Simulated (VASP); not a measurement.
The system is HC60N3 (a cell with a defect).

```xyz
64
Lattice="7.1400 0.0000 0.0000 0.0000 7.1400 0.0000 0.0000 0.0000 7.1400" Properties=species:S:1:pos:R:3 pbc="T T T"
H     3.6874    3.6874    3.6874
C     4.5119    4.5119    4.5119
C     3.5806    5.3600    5.3600
C     5.3600    3.5806    5.3600
C     5.3600    5.3600    3.5806
C     3.5349    1.7886    5.3511
C     3.5349    5.3511    1.7886
C     1.7886    3.5349    5.3511
C     5.3511    3.5349    1.7886
C     1.7886    5.3511    3.5349
C     5.3511    1.7886    3.5349
C     4.4523    2.6844    6.2362
C     4.4523    6.2362    2.6844
C     2.6844    4.4523    6.2362
C     6.2362    4.4523    2.6844
C     2.6844    6.2362    4.4523
C     6.2362    2.6844    4.4523
C     3.6063    1.7924    1.7924
C     1.7924    3.6063    1.7924
C     1.7924    1.7924    3.6063
C     0.9096    4.4463    4.4463
C     4.4463    0.9096    4.4463
C     4.4463    4.4463    0.9096
C     7.1397    3.5697    3.5697
C     3.5697    7.1397    3.5697
C     3.5697    3.5697    7.1397
C     0.9126    2.6940    2.6940
C     2.6940    0.9126    2.6940
C     2.6940    2.6940    0.9126
C     4.4549    6.2537    6.2537
C     6.2537    4.4549    6.2537
C     6.2537    6.2537    4.4549
C     0.0080    5.3509    5.3509
C     5.3509    0.0080    5.3509
C     5.3509    5.3509    0.0080
C     0.8835    2.6778    6.2556
C     0.8835    6.2556    2.6778
C     2.6778    0.8835    6.2556
C     6.2556    0.8835    2.6778
C     2.6778    6.2556    0.8835
C     6.2556    2.6778    0.8835
C     7.1311    1.7816    5.3503
C     7.1311    5.3503    1.7816
C     1.7816    7.1311    5.3503
C     5.3503    7.1311    1.7816
C     1.7816    5.3503    7.1311
C     5.3503    1.7816    7.1311
C     0.8838    0.8838    4.4603
C     0.8838    4.4603    0.8838
C     4.4603    0.8838    0.8838
C     0.0124    1.7876    1.7876
C     1.7876    0.0124    1.7876
C     1.7876    1.7876    0.0124
C     0.8921    6.2432    6.2432
C     6.2432    0.8921    6.2432
C     6.2432    6.2432    0.8921
C     7.1398    7.1398    3.5693
C     7.1398    3.5693    7.1398
C     3.5693    7.1398    7.1398
C     0.8954    0.8954    0.8954
C     7.1385    7.1385    7.1385
N     4.5350    2.6047    2.6047
N     2.6047    4.5350    2.6047
N     2.6047    2.6047    4.5350
```

The cell was built by a generator and needn't be a form met in nature.

Program: VASP 6.6.1. Alike in all runs: task single point; no spin polarisation; cell as given; k mesh 2 × 2 × 2; cutoff (eV) 520; smearing gaussian 0.03 eV; the mesh is coarse, so values aren't converged.

Order these runs on this cell by their pressure, lowest first.
A. level r2SCAN; potentials or basis VASP PAW PBE potentials, release 64 (H, C, N)
B. level LDA; potentials or basis VASP PAW LDA potentials, release 64 (H, C, N)
C. level PBE; potentials or basis VASP PAW PBE potentials, release 64 (H, C, N)

B (-13.6 GPa), A (-3.5 GPa), C (0.4 GPa).

Caveats: all runs use coarse meshes; the PAW data sets were made with another functional, which shifts forces and pressure a little (some runs).

Not every run made on this cell is shown here.
